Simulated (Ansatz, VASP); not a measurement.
# One calculation of Al, two programs

```
Al
1.0
     4.54673   -0.09093    0.00000
    -2.35212    3.98305    0.00000
     0.00000    0.00000    2.75393
Al
2
Direct
  0.33333 0.66667 0.50000
  0.66667 0.33333 0.50000
```

The cell was built by a generator and needn't be a form met in nature.

Alike in both runs: functional PBE; k mesh 6 × 6 × 8; occupations fermi-dirac, width 0.05 eV; no spin polarisation.

|  | VASP | Ansatz |
| --- | --- | --- |
| version | VASP 6.6.1 | Ansatz 0.2.0 |
| potentials or method | VASP PAW PBE potentials, release 64 (Al) | Ansatz PAW |
| plane-wave cutoff (eV) | 520 | 420 |
| valence electrons in the cell | 6 | 6 |
| task | single point | band structure |

VASP gave:

```
gap on the k mesh at the Fermi level (eV)       : none
pressure (GPa)                                  : 0.1
largest component of the traceless stress (GPa) : 1.48
rms of the force components (eV/Å)              : 0.144
```

Estimate Ansatz's values.

gap on the k mesh at the Fermi level (eV): none; pressure (GPa): 0.1; largest component of the traceless stress (GPa): 1.47; rms of the force components (eV/Å): 0.144.

Atom by atom the forces differ by 0.000 eV/Å (rms over components). A gap of «none» marks a metal or a gap that the smearing closes. The functional is the same, so the differences come from potentials, cutoffs and numerics.
